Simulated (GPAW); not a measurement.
Runs of GPAW 26.7.0 on PtSe2 (Sudovikovite). Symmetry: P-3m1, No. 164, trigonal system. The conventional cell has a = 3.724 Å, b = 3.724 Å, c = 5.062 Å, α = 90.00°, β = 90.00°, γ = 120.00°. Pt (site symmetry -3m) has 6 Se at 2.49 Å as nearest neighbours. Se (site symmetry 3m) is surrounded by 3 Pt at 2.49 Å. 

```csv
task,level,potentials or basis,spin,cell,cutoff (eV),eigensolver,band path,band points,spin axis theta (degrees),spin axis phi (degrees),grid spacing,pressure (GPa),largest force (eV/Å)
band structure,BLYP,"PAW data sets generated in the run's folder for this functional, pw","SOC, no magnetisation",as given,600,davidson,"GMKGALHA,LM,KH",60,54.7,45,-,(b),0.99
band structure,LDA,"PAW data sets generated in the run's folder for this functional, pw",off,as given,600,-,"GMKGALHA,LM,KH",100,-,-,-,-0.7,0.19
band structure,PBE,"GPAW PAW data sets (gpaw-data 1.2.1), fd",off,as given,-,-,"GMKGALHA,LM,KH",60,-,-,0.16 Å,-,0.61
band structure,PBE,"GPAW PAW data sets (gpaw-data 1.2.1), pw","SOC, no magnetisation",as given,600,-,"GMKGALHA,LM,KH",80,54.7,45,-,(a),0.61
band structure,LDA,"the program's PAW data sets (release 1.2.1) made for this functional, other valence, pw",off,as given,600,-,"GMKGALHA,LM,KH",100,-,-,-,0.1,0.30
band structure,PBE,"GPAW PAW data sets (gpaw-data 1.2.1), fd",off,as given,-,-,"GMKGALHA,LM,KH",60,-,-,0.2 Å,-,0.62
relaxation of cell and atoms,PW91+D3(BJ),"PAW data sets generated in the run's folder for this functional, pw",off,relaxed,600,-,-,-,-,-,-,0.0,-
```

Alike in all rows: k mesh 6 × 6 × 4; smearing fermi-dirac 0.05 eV.

Problem. Fill in the values left out.

Solution. (a) 7.4; (b) 14.3.

Caveats: spin-orbit coupling was added after a scalar SCF, so levels and gaps hold it while energy, forces, pressure and moments don't (some runs); the real-space grid adds noise to forces (some runs); later steps reuse the first step's grids (some runs); pairwise dispersion overbinds metals, which lowers pressure and volume (some runs).

The runs don't all hold the same shells in valence.
